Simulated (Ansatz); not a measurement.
# Si: stiffness from a series of strains

```yaml
crystal:
  lattice:
    - [0.00000, 2.71547, 2.71547]
    - [2.71547, 0.00000, 2.71547]
    - [2.71547, 2.71547, 0.00000]
  atoms:
    - { symbol: Si, position: [0.50000, 0.50000, 0.50000] }
    - { symbol: Si, position: [0.75000, 0.75000, 0.75000] }
```

Atom numbers follow the list: Si1, Si2.

The structure is an experimental refinement, used without relaxation.

All numbers below come from DFT, PBE, all-electron LAPW, scalar-relativistic in Ansatz 0.2.0.

Sampling and basis: a Γ-centred 11×11×11 k mesh, Fermi–Dirac smearing of 0.08 eV, basis error target 0.25 meV/atom, no spin polarisation.

The strain is applied along the Cartesian axes of the cell as listed (γ is the engineering shear, twice εxy = εyz = εzx). Fractional coordinates are held (clamped ions).

σ is the change of stress from the unstrained cell, which is at 1.97 GPa; tension is positive, so slopes are stress–strain coefficients at that pressure.

Only quantities that a quadratic follows smoothly over the whole series are listed; rougher ones are left out.

| γ | σxy (GPa) |
| --- | --- |
| -0.0300 | -3.36 |
| -0.0100 | -1.07 |
| 0.0000 | 0.00 |
| 0.0100 | 1.03 |
| 0.0200 | 2.01 |
| 0.0300 | 2.96 |

Problem. Fit the series and read off the stiffness at zero strain.

Solution. Least-squares fits y = p0 + p1 x + p2 x² to the rows give σxy (GPa): p1 = 105, p2 = -220. So C44 (clamped ions) = 105 GPa.

Problem. One run, at γ = -0.0200, is withheld. Predict its row.

Solution. The fits give -2.19; the run gave -2.19.
